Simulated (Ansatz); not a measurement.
# O vacancy in TiO2 (Anatase)

What does an O vacancy cost in TiO2 (Anatase), and how do its neighbours move? It is set in a cell of 30 host atoms.

Computed with Ansatz 0.2.0 (DFT PBE, scalar-relativistic, plane waves, PAW, unless a step's input says otherwise).

1 further run of the same task is left out (set aside as unsound or not needed).

## (1) The structure to begin with

Symmetry: I4_1/amd, No. 141, tetragonal system. The conventional cell has a = 3.799 Å, b = 3.799 Å, c = 9.697 Å, α = 90.00°, β = 90.00°, γ = 90.00°. Ti (site symmetry -4m2) has 6 O at 1.95 to 2.00 Å as nearest neighbours. Around O (site symmetry 2mm) lie 3 Ti at 1.95 to 2.00 Å.

Coordinates:

```
Ti O
1.0
    -1.89961    1.89961    4.84851
     1.89961   -1.89961    4.84851
     1.89961    1.89961   -4.84851
Ti O
2 4
Direct
  0.00000 0.00000 0.00000
  0.75000 0.25000 0.50000
  0.20649 0.20649 0.00000
  0.95649 0.45649 0.50000
  0.54351 0.04351 0.50000
  0.79351 0.79351 0.00000
```

This cell was relaxed beforehand with the same method: volume 11.66 Å³/atom, gap on the mesh 2.13 eV.

## (2) The gap over the whole zone of the host

File input.yaml:

```yaml
crystal:
  lattice:
    - [-1.8996082684, 1.8996082684, 4.8485069563]
    - [1.8996082684, -1.8996082684, 4.8485069563]
    - [1.8996082684, 1.8996082684, -4.8485069563]
  atoms:
    - { symbol: Ti, position: [0.0, 0.0, 0.0] }
    - { symbol: Ti, position: [0.75, 0.25, 0.5] }
    - { symbol: O, position: [0.2064947465, 0.2064947465, 0.0] }
    - { symbol: O, position: [0.9564947465, 0.4564947465, 0.5] }
    - { symbol: O, position: [0.5435052535, 0.0435052535, 0.5] }
    - { symbol: O, position: [0.7935052535, 0.7935052535, 0.0] }
basis:
  ecutwfc: 420
  xc_grid: 2
kpoints:
  mp_grid: { grid: [10, 10, 10] }
  band_path: { path: [VBM, CBM], npoints: 2 }
hamiltonian:
  xc: pbe
scf:
  occupations: { method: gaussian, width: 0.01 }
output:
  forces: true
  stress: true
  eigenvalues: true
```

Launch:

```console
> ansatz run input.yaml --threads 8 --pin off --max-ram 22528MiB --backend cpu --events-out ev --progress --plain --runs-dir out
```

The session goes on with these runs: dielectric tensors of the host; the perfect supercell; relaxing the defect.

Before running it: what results should come out? Wanted: formation energy, neutral; nearest atoms after relaxation, one image of each, neutral.

**Answer**, as computed:

```
                                                  quantity                                                                                                       value
                                 formation energy, neutral                                                                                                     4.76 eV
nearest atoms after relaxation, one image of each, neutral  1 Ti at 2.09 Å, 1 Ti at 2.11 Å, 1 Ti at 2.15 Å, 1 O at 2.33 Å, 1 O at 2.35 Å, 1 O at 2.66 Å, 1 O at 2.67 Å
```

The neutral defect costs 4.76 eV against the elements. With elemental O as the reservoir this is the highest cost; O-poor conditions lower it. Spin polarisation was off in the neutral run, so a moment could not show there. With 30 host sites the defect feels its images, so energies are good to tenths of an eV at best. Other minima may exist. Where the defect's electrons or holes spill into a band, band filling in so small a cell adds more. The final runs have no spin polarisation, so no magnetic state was tried and one may lie lower.
